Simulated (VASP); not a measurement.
# TiN (Fm-3m) in VASP: settings compared

One crystal, TiN, is run at these levels: PBEsol, LDA, PBE; tasks: relaxation of cell and atoms.

All numbers are computed with VASP 6.6.1; they aren't measurements. Logs are shortened: lines on timing, memory, paths and dates and some standing lists are left out, and cuts for length are marked.

### 1 The crystal as given

The structure is cubic, space group Fm-3m (No. 225). The conventional cell has a = 4.241 Å, b = 4.241 Å, c = 4.241 Å, α = 90.00°, β = 90.00°, γ = 90.00°. Ti (site symmetry m-3m) is surrounded by 6 N at 2.12 Å. N (site symmetry m-3m) has 6 Ti at 2.12 Å as nearest neighbours.

The cell is a database's computed one.

### 2 Relaxation of cell and atoms, PBEsol

File INCAR:

```
PREC = Accurate
ENCUT = 600
EDIFF = 1E-7
ISMEAR = 0
SIGMA = 0.1
LREAL = F
LASPH = T
NELM = 80
ALGO = Normal
ISIF = 3
LWAVE = F
LCHARG = F
GGA = PS
IBRION = 2
NSW = 90
EDIFFG = -0.005
```

File KPOINTS:

```
regular mesh
0
Gamma
  18 18 18
```

File POSCAR:

```
TiN
1.0
    0.0000000000      2.1206234500      2.1206234500
    2.1206234500      0.0000000000      2.1206234500
    2.1206234500      2.1206234500      0.0000000000
Ti N
1 1
Direct
    0.0000000000      0.0000000000      0.0000000000
    0.5000000000      0.5000000000      0.5000000000
```

Potentials or basis: VASP PAW PBE potentials, release 64 (Ti_sv, N).

On the command line:

```sh
$ cat potpaw_PBE.64/Ti_sv/POTCAR potpaw_PBE.64/N/POTCAR > POTCAR
$ mpirun -np 1 vasp_std > vasp.out
```

OUTCAR:

```text
PREC = Accurate
   ENCUT = 600
   EDIFF = 1E-7
   ISMEAR = 0
   LREAL = F
   LASPH = T
   NELM = 80
   ISIF = 3
   GGA = PS
   IBRION = 2
   NSW = 90
   EDIFFG = -0.005

 ion  position               nearest neighbor table
   1  0.000  0.000  0.000-   2 2.12   2 2.12   2 2.12   2 2.12   2 2.12   2 2.12
   2  0.500  0.500  0.500-   1 2.12   1 2.12   1 2.12   1 2.12   1 2.12   1 2.12

  LATTYP: Found a face centered cubic cell.
 ALAT       =     4.2412469000

  Lattice vectors:

 A1 = (   0.0000000000,   2.1206234500,   2.1206234500)
 A2 = (   2.1206234500,   0.0000000000,   2.1206234500)
 A3 = (   2.1206234500,   2.1206234500,   0.0000000000)

Analysis of symmetry for initial positions (statically):
=====================================================================
 Subroutine PRICEL returns:
 Original cell was already a primitive cell.

 Routine SETGRP: Setting up the symmetry group for a
 face centered cubic supercell.

 Subroutine GETGRP returns: Found 48 space group operations
 (whereof 48 operations were pure point group operations)
 out of a pool of 48 trial point group operations.

The static configuration has the point symmetry O_h .

Analysis of symmetry for dynamics (positions and initial velocities):
=====================================================================
 Subroutine PRICEL returns:
 Original cell was already a primitive cell.

 Routine SETGRP: Setting up the symmetry group for a
 face centered cubic supercell.

 Subroutine GETGRP returns: Found 48 space group operations
 (whereof 48 operations were pure point group operations)
 out of a pool of 48 trial point group operations.

The dynamic configuration has the point symmetry O_h .

 Subroutine INISYM returns: Found 48 space group operations
 (whereof 48 operations are pure point group operations),
 and found     1 'primitive' translations

----------------------------------------------------------------------------------------

                                     Primitive cell

  volume of cell :      19.0731

  direct lattice vectors                    reciprocal lattice vectors
     0.000000000  2.120623450  2.120623450    -0.235779718  0.235779718  0.235779718
     2.120623450  0.000000000  2.120623450     0.235779718 -0.235779718  0.235779718
     2.120623450  2.120623450  0.000000000     0.235779718  0.235779718 -0.235779718

  length of vectors
     2.999014444  2.999014444  2.999014444     0.408382452  0.408382452  0.408382452

  position of ions in fractional coordinates (direct lattice)
     0.000000000  0.000000000  0.000000000
     0.500000000  0.500000000  0.500000000

  ion indices of the primitive-cell ions
   primitive index   ion index
                 1           1
                 2           2

----------------------------------------------------------------------------------------

 KPOINTS: regular mesh

Automatic generation of k-mesh.
 Grid dimensions read from file:
 generate k-points for:   18   18   18

 Generating k-lattice:

  Cartesian coordinates                     Fractional coordinates (reciprocal lattice)
    -0.013098873  0.013098873  0.013098873     0.055555556  0.000000000  0.000000000
     0.013098873 -0.013098873  0.013098873     0.000000000  0.055555556  0.000000000
     0.013098873  0.013098873 -0.013098873     0.000000000  0.000000000  0.055555556

  Length of vectors
     0.022687914  0.022687914  0.022687914

  Shift w.r.t. Gamma in fractional coordinates (k-lattice)
     0.000000000  0.000000000  0.000000000

 Subroutine IBZKPT returns following result:
 ===========================================

 Found    195 irreducible k-points:

 Following reciprocal coordinates:
            Coordinates               Weight
  0.000000  0.000000  0.000000      1.000000
  0.055556  0.000000  0.000000      8.000000
  0.111111  0.000000  0.000000      8.000000
  0.166667  0.000000  0.000000      8.000000
  0.222222  0.000000  0.000000      8.000000
  0.277778  0.000000  0.000000      8.000000
[... 16 lines left out ...]
 -0.277778  0.055556  0.000000     24.000000
 -0.222222  0.055556  0.000000     24.000000
 [... further k-points ...]
   k-points           NKPTS =    195   k-points in BZ     NKDIM =    195   number of bands    NBANDS=     12
   number of dos      NEDOS =    301   number of ions     NIONS =      2
   total plane-waves  NPLWV =  13824
   dimension x,y,z NGX =    24 NGY =   24 NGZ =   24
   dimension x,y,z NGXF=    48 NGYF=   48 NGZF=   48
   ions per type =               1   1
   NGX,Y,Z   is equivalent  to a cutoff of  13.30, 13.30, 13.30 a.u.
   NGXF,Y,Z  is equivalent  to a cutoff of  26.61, 26.61, 26.61 a.u.
 SYSTEM =  unknown system
   PREC   = accura    normal or accurate (medium, high low for compatibility)
   ISTART =      0    job   : 0-new  1-cont  2-samecut
   ICHARG =      2    charge: 1-file 2-atom 10-const
   ISPIN  =      1    spin polarized calculation?
   LNONCOLLINEAR =      F non collinear calculations
   LSORBIT =      F    spin-orbit coupling
   LASPH  =      T    aspherical Exc in radial PAW
   ENCUT  =  600.0 eV  44.10 Ry    6.64 a.u.   5.99  5.99  5.99*2*pi/ulx,y,z
   NELM   =     80;   NELMIN=  2; NELMDL= -5     # of ELM steps
   EDIFF  = 0.1E-06   stopping-criterion for ELM
   LREAL  =      F    real-space projection
   EDIFFG = -.5E-02   stopping-criterion for IOM
   NSW    =     90    number of steps for IOM
   IBRION =      2    ionic relax: 0-MD 1-quasi-New 2-CG
   NFREE  =      1    steps in history (QN), initial steepest desc. (CG)
   ISIF   =      3    stress and relaxation
   ISYM   =      2    0-nonsym 1-usesym 2-fastsym
   POTIM  = 0.5000    time-step for ionic-motion
   TEBEG  =    0.0;   TEEND  =   0.0 temperature during run
   PSTRESS=    0.0 pullay stress
   NELECT =      17.0000    total number of electrons
   NUPDOWN=      -1.0000    fix difference up-down
   EMIN   =  10.00;   EMAX   =-10.00  energy-range for DOS
   EFERMI =   0.00;   METHOD = LEGACY
   ISMEAR =     0;   SIGMA  =   0.10  broadening in eV -4-tet -1-fermi 0-gaus
   EFERMI_NEDOS =   21; number of points for ismear=-14 and -15
   IALGO  =     38    algorithm
   IMIX   =      4    mixing-type and parameters
     AMIX     =   0.40;   BMIX     =  1.00
     AMIX_MAG =   1.60;   BMIX_MAG =  1.00
  volume/ion in A,a.u.               =       9.54        64.36
  Fermi-wavevector in a.u.,A,eV,Ry     =   1.575497  2.977258 33.772256  2.482191
  Thomas-Fermi vector in A             =   2.676472
   LORBIT       =      0    0 simple, 1 ext, 2 COOP (PROOUT), +10 PAW based schemes
   GGA     = PS    functional components
   LHFCALC =     F    Hartree Fock is set to
   AEXX    =    0.0000 exact exchange contribution
   IVDW    =     0    specifies the selected vdW correction
   LEPSILON=     F    determine dielectric tensor
   LRPA    =     F    only Hartree local field effects (RPA)
 conjugate gradient relaxation of ions
 non-spin polarized calculation
 Gauss-broadening in eV      SIGMA  =   0.10
  energy-cutoff  :      600.00
  volume of cell :       19.07
 maximum number of plane-waves:       650
   NGX = 11   NGY = 11   NGZ = 11

--------------------------------------- Ionic step        1  -------------------------------------------

 number of electron      17.0000002 magnetization

 Free energy of the ion-electron system (eV)
  ---------------------------------------------------
  ext. energy  EPLUGINS =         0.00000000
  ---------------------------------------------------
  free energy    TOTEN  =       -20.77376630 eV

  energy without entropy =      -20.76958070  energy(sigma->0) =      -20.77167350

------------------------ aborting loop because EDIFF is reached ----------------------------------------

  FORCE on cell =-STRESS in cart. coord.  units (eV):
  Direction    XX          YY          ZZ          XY          YZ          ZX
  --------------------------------------------------------------------------------------
  -------------------------------------------------------------------------------------
  Total       -0.8535032     -0.8535032     -0.8535032      0.0000000      0.0000000      0.0000000
  in kB      -71.6960202    -71.6960202    -71.6960202      0.0000000      0.0000000      0.0000000
  external PRESSURE =     -71.6960202 kB  Pullay stress =       0.0000000 kB
[... 57 lines left out ...]
  energy  without entropy=      -20.7564088172  energy(sigma->0) =      -20.75830716

--------------------------------------- Ionic step        3  -------------------------------------------

 number of electron      16.9999998 magnetization

 Free energy of the ion-electron system (eV)
  ---------------------------------------------------
  ext. energy  EPLUGINS =         0.00000000
  ---------------------------------------------------
  free energy    TOTEN  =       -20.78468469 eV

  energy without entropy =      -20.78066017  energy(sigma->0) =      -20.78267243

 E-fermi :  11.6546     XC(G=0): -13.3637

 val. band max:       11.6186773140   @ k =  -0.1667   0.1111   0.0000
 cond. band min:      11.6632426294   @ k =   0.4444   0.2222   0.1111
 fundamental gap:      0.0445653153
 Fermi energy:        11.6546375431

 k-point     1 :       0.0000    0.0000    0.0000
  band No.  band energies     occupation
      1     -45.9135      2.00000
      2     -21.9742      2.00000
      3     -21.9742      2.00000
      4     -21.9742      2.00000
      5      -5.5395      2.00000
      6       9.6057      2.00000
      7       9.6057      2.00000
      8       9.6057      2.00000
      9      11.0044      2.00000
     10      11.0044      2.00000
     11      11.0044      2.00000
     12      12.2528      0.00000
[... 331 lines left out ...]
 k-point    24 :      -0.2222    0.0556    0.0000
  band No.  band energies     occupation
      1     -45.8591      2.00000
      2     -22.3263      2.00000
      3     -22.0277      2.00000
      4     -21.9942      2.00000
      5      -4.4402      2.00000
      6       6.0804      2.00000
      7       7.1488      2.00000
      8       7.4706      2.00000
      9      11.8967      0.00062
     10      12.1181      0.00000
     11      12.6257      0.00000
     12      14.7192      0.00000

 [... further k-points ...]

------------------------ aborting loop because EDIFF is reached ----------------------------------------

  FORCE on cell =-STRESS in cart. coord.  units (eV):
  Direction    XX          YY          ZZ          XY          YZ          ZX
  --------------------------------------------------------------------------------------
  -------------------------------------------------------------------------------------
  Total       -0.0074678     -0.0074678     -0.0074678     -0.0000000      0.0000000     -0.0000000
  in kB       -0.6432436     -0.6432436     -0.6432436     -0.0000000      0.0000000     -0.0000000
  external PRESSURE =      -0.6432436 kB  Pullay stress =       0.0000000 kB
[... 17 lines left out ...]
  FREE ENERGIE OF THE ION-ELECTRON SYSTEM (eV)
  ---------------------------------------------------
  free  energy   TOTEN  =       -20.7846846875 eV

  energy  without entropy=      -20.7806601668  energy(sigma->0) =      -20.78267243

 reached required accuracy - stopping structural energy minimisation
```

It took 44 s on 1 thread of Intel Xeon 6975P-C (Granite Rapids), shared host; peak memory 0.19 GiB.

Results:

* Free energy: -20.7847 eV
* Relaxed volume: 9.30 Å³/atom
* Relaxed cell: a = 2.974 Å, b = 2.974 Å, c = 2.974 Å, α = 60.00°, β = 60.00°, γ = 60.00°
* Space group after relaxing (to 0.05 Å): Fm-3m (No. 225)
* Energy gained by relaxing: 5.5 meV/atom
* Ionic steps: 3
* Pressure after relaxing: -0.1 GPa
* Band gap on the k mesh: none (metal or under the smearing width)

Step by step:
| step | energy change (eV) | largest force (eV/Å) | pressure (GPa) | volume (Å³) |
| --- | --- | --- | --- | --- |
| 1 | 0.0000 | 0.0000 | -7.17 | 19.07 |
| 2 | 0.0136 | 0.0000 | 11.96 | 17.92 |
| 3 | -0.0109 | 0.0000 | -0.06 | 18.60 |

Final structure:
```xyz
2
Lattice="0.0000 2.1030 2.1030 2.1030 0.0000 2.1030 2.1030 2.1030 0.0000" Properties=species:S:1:pos:R:3 pbc="T T T"
Ti    0.0000    0.0000    0.0000
N     2.1030    2.1030    2.1030
```

Levels at points of the mesh, in eV from the Fermi level:
| k point | band 7 | band 8 | band 9 | band 10 | band 11 | band 12 |
| --- | --- | --- | --- | --- | --- | --- |
| (0.00, 0.00, 0.00) | -2.05 | -2.05 | -0.65 | -0.65 | -0.65 | 0.60 |
| (0.50, 0.00, 0.00) | -5.62 | -5.62 | 1.78 | 1.78 | 2.48 | 5.98 |
| (0.50, 0.50, 0.00) | -3.25 | -3.25 | -3.22 | 1.72 | 2.52 | 2.52 |

Caveat: the PAW data sets were made with another functional, which shifts forces and pressure a little.

### 3 Relaxation of cell and atoms, LDA

INCAR, as its differences from that of step 2:

```diff
@@ -12,3 +12,2 @@
 LCHARG = F
-GGA = PS
 IBRION = 2
```

KPOINTS is that of step 2.

POSCAR is that of step 2.

Potentials or basis: VASP PAW LDA potentials, release 64 (Ti_sv, N).

On the command line:

```sh
$ cat potpaw_LDA.64/Ti_sv/POTCAR potpaw_LDA.64/N/POTCAR > POTCAR
$ mpirun -np 1 vasp_std > vasp.out
```

Run time: 50 s. Hardware: 1 thread of Intel Xeon 6975P-C (Granite Rapids), shared host; peak memory 0.18 GiB.

The run converged. Its results:

```yaml
Free_energy: -21.6752 eV
Relaxed_volume: 9.10 Å³/atom
Relaxed_cell: a = 2.953 Å, b = 2.953 Å, c = 2.953 Å, α = 60.00°, β = 60.00°, γ = 60.00°
Space_group_after_relaxing_to_0.05_Å: Fm-3m (No. 225)
Energy_gained_by_relaxing: 18.9 meV/atom
Ionic_steps: 4
Pressure_after_relaxing: 0.0 GPa
Band_gap_on_the_k_mesh: none (metal or under the smearing width)
```

The path:
```
step  energy change (eV)  largest force (eV/Å)  pressure (GPa)  volume (Å³)
   1              0.0000                0.0000          -13.43        19.07
   2              0.0587                0.0000           26.27        16.95
   3             -0.0378                0.0000           -0.31        18.22
   4             -0.0378                0.0000           -0.02        18.20
```

Final structure:
```yaml
crystal:
  lattice:
    - [0.00000, 2.08793, 2.08793]
    - [2.08793, 0.00000, 2.08793]
    - [2.08793, 2.08793, 0.00000]
  atoms:
    - { symbol: Ti, position: [0.00000, 0.00000, 0.00000] }
    - { symbol: N, position: [0.50000, 0.50000, 0.50000] }
```

Levels at points of the mesh, in eV from the Fermi level:
| k point | band 6 | band 7 | band 8 | band 9 | band 10 | band 11 | band 12 |
| --- | --- | --- | --- | --- | --- | --- | --- |
| (0.00, 0.00, 0.00) | -2.05 | -2.05 | -2.05 | -0.68 | -0.68 | -0.68 | 0.61 |
| (0.50, 0.00, 0.00) | -8.34 | -5.72 | -5.72 | 1.82 | 1.82 | 2.56 | 6.14 |
| (0.50, 0.50, 0.00) | -5.86 | -3.30 | -3.24 | -3.24 | 1.76 | 2.59 | 2.59 |

[end of part 1 of 2]
